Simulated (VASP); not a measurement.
# SnTe (Fm-3m) in VASP: notebook, part 2 of 2

VASP 6.6.1. The steps go on from the part before.

## 3. Relaxation of cell and atoms, LDA

This run uses another cell than the first one, of 30.35 Å³/atom, 0.970 times its volume.

Input file INCAR:

```
ALGO = Fast
EDIFF = 1E-7
EDIFFG = -0.002
ENCUT = 520
GGA = CA
IBRION = 2
ISIF = 3
ISMEAR = 0
LASPH = True
LCHARG = False
LREAL = False
LWAVE = False
NELM = 80
NSW = 80
PREC = Accurate
SIGMA = 0.02
```

Input file KPOINTS:

```
k-points
0
Gamma
  8 8 8
```

Input file POSCAR:

```
SnTe                                    
1.0
    0.0000000000      3.1193562549      3.1193562549
    3.1193562549      0.0000000000      3.1193562549
    3.1193562549      3.1193562549     -0.0000000000
  Sn              Te            
     1     1
Direct
     0.0000000000000000    0.0000000000000000    0.0000000000000000
     0.5000000000000000    0.5000000000000000    0.5000000000000000
```

Potentials or basis: VASP PAW LDA potentials, release 64 (Sn_d, Te).

The run is started by

```console
$ cat potpaw_LDA.64/Sn_d/POTCAR potpaw_LDA.64/Te/POTCAR > POTCAR
$ mpirun -np 1 vasp_std > vasp.out
```

OUTCAR:

```text
EDIFF = 1E-7
   EDIFFG = -0.002
   ENCUT = 520
   GGA = CA
   IBRION = 2
   ISIF = 3
   ISMEAR = 0
   LASPH = True
   LREAL = False
   NELM = 80
   NSW = 80
   PREC = Accurate

 ion  position               nearest neighbor table
   1  0.000  0.000  0.000-   2 3.12   2 3.12   2 3.12   2 3.12   2 3.12   2 3.12
   2  0.500  0.500  0.500-   1 3.12   1 3.12   1 3.12   1 3.12   1 3.12   1 3.12

  LATTYP: Found a face centered cubic cell.
 ALAT       =     6.2387125098

  Lattice vectors:

 A1 = (   0.0000000000,   3.1193562549,   3.1193562549)
 A2 = (   3.1193562549,   0.0000000000,   3.1193562549)
 A3 = (   3.1193562549,   3.1193562549,   0.0000000000)

Analysis of symmetry for initial positions (statically):
=====================================================================
 Subroutine PRICEL returns:
 Original cell was already a primitive cell.

 Routine SETGRP: Setting up the symmetry group for a
 face centered cubic supercell.

 Subroutine GETGRP returns: Found 48 space group operations
 (whereof 48 operations were pure point group operations)
 out of a pool of 48 trial point group operations.

The static configuration has the point symmetry O_h .

Analysis of symmetry for dynamics (positions and initial velocities):
=====================================================================
 Subroutine PRICEL returns:
 Original cell was already a primitive cell.

 Routine SETGRP: Setting up the symmetry group for a
 face centered cubic supercell.

 Subroutine GETGRP returns: Found 48 space group operations
 (whereof 48 operations were pure point group operations)
 out of a pool of 48 trial point group operations.

The dynamic configuration has the point symmetry O_h .

 Subroutine INISYM returns: Found 48 space group operations
 (whereof 48 operations are pure point group operations),
 and found     1 'primitive' translations

----------------------------------------------------------------------------------------

                                     Primitive cell

  volume of cell :      60.7051

  direct lattice vectors                    reciprocal lattice vectors
     0.000000000  3.119356255  3.119356255    -0.160289483  0.160289483  0.160289483
     3.119356255  0.000000000  3.119356255     0.160289483 -0.160289483  0.160289483
     3.119356255  3.119356255  0.000000000     0.160289483  0.160289483 -0.160289483

  length of vectors
     4.411435922  4.411435922  4.411435922     0.277629528  0.277629528  0.277629528

  position of ions in fractional coordinates (direct lattice)
     0.000000000  0.000000000  0.000000000
     0.500000000  0.500000000  0.500000000

  ion indices of the primitive-cell ions
   primitive index   ion index
                 1           1
                 2           2

----------------------------------------------------------------------------------------

 KPOINTS: k-points

Automatic generation of k-mesh.
 Grid dimensions read from file:
 generate k-points for:    8    8    8

 Generating k-lattice:

  Cartesian coordinates                     Fractional coordinates (reciprocal lattice)
    -0.020036185  0.020036185  0.020036185     0.125000000  0.000000000  0.000000000
[... 56 lines left out ...]
   LASPH  =      T    aspherical Exc in radial PAW
   ENCUT  =  520.0 eV  38.22 Ry    6.18 a.u.   8.20  8.20  8.20*2*pi/ulx,y,z
   NELM   =     80;   NELMIN=  2; NELMDL= -5     # of ELM steps
   EDIFF  = 0.1E-06   stopping-criterion for ELM
   LREAL  =      F    real-space projection
   EDIFFG = -.2E-02   stopping-criterion for IOM
   NSW    =     80    number of steps for IOM
   IBRION =      2    ionic relax: 0-MD 1-quasi-New 2-CG
   NFREE  =      1    steps in history (QN), initial steepest desc. (CG)
   ISIF   =      3    stress and relaxation
   ISYM   =      2    0-nonsym 1-usesym 2-fastsym
   POTIM  = 0.5000    time-step for ionic-motion
   TEBEG  =    0.0;   TEEND  =   0.0 temperature during run
   PSTRESS=    0.0 pullay stress
   NELECT =      20.0000    total number of electrons
   NUPDOWN=      -1.0000    fix difference up-down
   EMIN   =  10.00;   EMAX   =-10.00  energy-range for DOS
   EFERMI =   0.00;   METHOD = LEGACY
   ISMEAR =     0;   SIGMA  =   0.02  broadening in eV -4-tet -1-fermi 0-gaus
   EFERMI_NEDOS =   21; number of points for ismear=-14 and -15
   IALGO  =     68    algorithm
   IMIX   =      4    mixing-type and parameters
     AMIX     =   0.40;   BMIX     =  1.00
     AMIX_MAG =   1.60;   BMIX_MAG =  1.00
  volume/ion in A,a.u.               =      30.35       204.83
  Fermi-wavevector in a.u.,A,eV,Ry     =   1.130689  2.136692 17.394473  1.278458
  Thomas-Fermi vector in A             =   2.267386
   LORBIT       =      0    0 simple, 1 ext, 2 COOP (PROOUT), +10 PAW based schemes
   GGA     = CA    functional components
   LHFCALC =     F    Hartree Fock is set to
   AEXX    =    0.0000 exact exchange contribution
   IVDW    =     0    specifies the selected vdW correction
   LEPSILON=     F    determine dielectric tensor
   LRPA    =     F    only Hartree local field effects (RPA)
 conjugate gradient relaxation of ions
 non-spin polarized calculation
 RMM-DIIS sequential band-by-band and
 Gauss-broadening in eV      SIGMA  =   0.02
  energy-cutoff  :      520.00
  volume of cell :       60.71
 maximum number of plane-waves:      1660
 NGX is ok and might be reduce to    36
   NGX = 17   NGY = 17   NGZ = 17

--------------------------------------- Ionic step        1  -------------------------------------------

 number of electron      19.9999997 magnetization

 Free energy of the ion-electron system (eV)
  ---------------------------------------------------
  ext. energy  EPLUGINS =         0.00000000
  ---------------------------------------------------
  free energy    TOTEN  =        -8.83104796 eV

  energy without entropy =       -8.83104796  energy(sigma->0) =       -8.83104796

------------------------ aborting loop because EDIFF is reached ----------------------------------------

  FORCE on cell =-STRESS in cart. coord.  units (eV):
  Direction    XX          YY          ZZ          XY          YZ          ZX
  --------------------------------------------------------------------------------------
  -------------------------------------------------------------------------------------
  Total       -0.0214274     -0.0214274     -0.0214274      0.0000000      0.0000000      0.0000000
  in kB       -0.5655300     -0.5655300     -0.5655300      0.0000000      0.0000000      0.0000000
  external PRESSURE =      -0.5655300 kB  Pullay stress =       0.0000000 kB
[... 131 lines left out ...]
--------------------------------------- Ionic step        5  -------------------------------------------

 number of electron      19.9999997 magnetization

 Free energy of the ion-electron system (eV)
  ---------------------------------------------------
  ext. energy  EPLUGINS =         0.00000000
  ---------------------------------------------------
  free energy    TOTEN  =        -8.83104738 eV

  energy without entropy =       -8.83104738  energy(sigma->0) =       -8.83104738

 E-fermi :   7.1383     XC(G=0):  -9.8728

 val. band max:        7.0539827364   @ k =   0.5000   0.0000   0.0000
 cond. band min:       7.2609402475   @ k =   0.5000   0.0000   0.0000
 fundamental gap:      0.2069575110
 Fermi energy:         7.1382517020

 k-point     1 :       0.0000    0.0000    0.0000
  band No.  band energies     occupation
      1     -14.6897      2.00000
      2     -14.6897      2.00000
      3     -14.6786      2.00000
      4     -14.6786      2.00000
      5     -14.6786      2.00000
      6      -5.9219      2.00000
      7       2.4517      2.00000
      8       4.9191      2.00000
      9       4.9191      2.00000
     10       4.9191      2.00000
     11      10.4728      0.00000
     12      10.4728      0.00000
     13      10.4728      0.00000
     14      11.8475      0.00000
[... 377 lines left out ...]
      1     -14.7000      2.00000
      2     -14.6927      2.00000
      3     -14.6754      2.00000
      4     -14.6729      2.00000
      5     -14.6691      2.00000
      6      -4.3623      2.00000
      7      -1.0346      2.00000
      8       3.2211      2.00000
      9       3.6203      2.00000
     10       6.1808      2.00000
     11       7.5631      0.00000
     12      10.0725      0.00000
     13      10.7668      0.00000
     14      13.1138      0.00000

 [... further k-points ...]

------------------------ aborting loop because EDIFF is reached ----------------------------------------

  FORCE on cell =-STRESS in cart. coord.  units (eV):
  Direction    XX          YY          ZZ          XY          YZ          ZX
  --------------------------------------------------------------------------------------
  -------------------------------------------------------------------------------------
  Total        0.0017449      0.0017449      0.0017449      0.0000000     -0.0000000     -0.0000000
  in kB        0.0460601      0.0460601      0.0460601      0.0000000     -0.0000000     -0.0000000
  external PRESSURE =       0.0460601 kB  Pullay stress =       0.0000000 kB
[... 17 lines left out ...]
  FREE ENERGIE OF THE ION-ELECTRON SYSTEM (eV)
  ---------------------------------------------------
  free  energy   TOTEN  =        -8.8310473773 eV

  energy  without entropy=       -8.8310473773  energy(sigma->0) =       -8.83104738

 reached required accuracy - stopping structural energy minimisation
```

OSZICAR:

```text
N       E                     dE             d eps       ncg     rms          rms(c)
DAV:   1     0.121115804342E+03    0.12112E+03   -0.98649E+03   830   0.165E+03
DAV:   2     0.183761191416E+01   -0.11928E+03   -0.11736E+03   854   0.366E+02
DAV:   3    -0.859857278203E+01   -0.10436E+02   -0.10258E+02  1046   0.994E+01
DAV:   4    -0.887617756936E+01   -0.27760E+00   -0.27748E+00   974   0.179E+01
[... 39 lines left out ...]
       N       E                     dE             d eps       ncg     rms          rms(c)
DAV:   1    -0.883105025171E+01   -0.34772E-05   -0.65007E-05  1064   0.136E-01    0.974E-03
RMM:   2    -0.883104792922E+01    0.23225E-05   -0.36674E-06   869   0.290E-02    0.417E-03
RMM:   3    -0.883104737477E+01    0.55445E-06   -0.18560E-06   847   0.196E-02    0.708E-04
RMM:   4    -0.883104737733E+01   -0.25675E-08   -0.23432E-07   581   0.472E-03
   5 F= -.88310474E+01 E0= -.88310474E+01  d E =0.578889E-06
```

CONTCAR:

```text
SnTe
   1.00000000000000
     0.0000000000000000    3.1192203136434555    3.1192203136434555
     3.1192203136434555   -0.0000000000000000    3.1192203136434555
     3.1192203136434555    3.1192203136434555    0.0000000000000000
  Sn              Te
     1     1
Direct
     0.0000000000000000    0.0000000000000000    0.0000000000000000
     0.5000000000000000    0.5000000000000000    0.5000000000000000

  0.00000000E+00  0.00000000E+00  0.00000000E+00
  0.00000000E+00  0.00000000E+00  0.00000000E+00
```

It took 87 s on 1 thread of Intel Xeon Platinum 8375C at 2.90GHz (Ice Lake), shared host; peak memory 0.19 GiB.

Results:

```yaml
Free_energy: -8.8310 eV
Relaxed_volume: 30.35 Å³/atom
Relaxed_cell: a = 4.411 Å, b = 4.411 Å, c = 4.411 Å, α = 60.00°, β = 60.00°, γ = 60.00°
Space_group_after_relaxing_to_0.05_Å: Fm-3m (No. 225)
Energy_gained_by_relaxing: 0.0 meV/atom
Ionic_steps: 5
Pressure_after_relaxing: 0.0 GPa
Band_gap_on_the_k_mesh: 0.21 eV, direct
```

Final structure:
```xyz
2
Lattice="0.0000 3.1192 3.1192 3.1192 0.0000 3.1192 3.1192 3.1192 0.0000" Properties=species:S:1:pos:R:3 pbc="T T T"
Sn    0.0000    0.0000    0.0000
Te    3.1192    3.1192    3.1192
```

Caveat: spin-orbit coupling is left out, which moves the levels of the heavy elements.
